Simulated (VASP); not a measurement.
Input of a VASP 6.6.1 run:

Contents of INCAR:

```
SYSTEM = Se
PREC     = Accurate       ! precision mode
ENCUT    = 520            ! plane-wave cutoff, eV
EDIFF    = 1E-7           ! SCF threshold, eV
ISMEAR   = -1             ! smearing method
SIGMA    = 0.1            ! smearing width, eV
LREAL    = .False.        ! projectors in reciprocal space
LASPH    = .True.         ! aspherical terms in the spheres
NELM     = 60             ! most SCF steps
ALGO     = Normal         ! electronic algorithm
ISIF     = 2              ! what is computed and relaxed
LWAVE    = .False.        ! write WAVECAR
LCHARG   = .True.         ! write CHGCAR
GGA      = RE             ! functional
LELF     = .True.         ! ELF
LVHAR    = .True.       
NBANDS   = 9              ! bands
```

Contents of KPOINTS:

```
Automatic mesh
0
Gamma
  14 14 14
  0 0 0
```

The input POSCAR:

```
Se
1.0
   -1.6828743634      1.6828743634      1.6828743634
    1.6828743634     -1.6828743634      1.6828743634
    1.6828743634      1.6828743634     -1.6828743634
Se
1
Direct
    0.0000000000      0.0000000000      0.0000000000
```

Potentials or basis: VASP PAW PBE potentials, release 64 (Se).

Run with:

```console
$ cat potpaw_PBE.64/Se/POTCAR > POTCAR
$ mpirun -np 1 vasp_std > vasp.out
```

Predict the band gap on the k mesh.

none (metal or under the smearing width).

What does it give for the pressure?

7.3 GPa.

Caveat: the PAW data sets were made with another functional, which shifts forces and pressure a little.
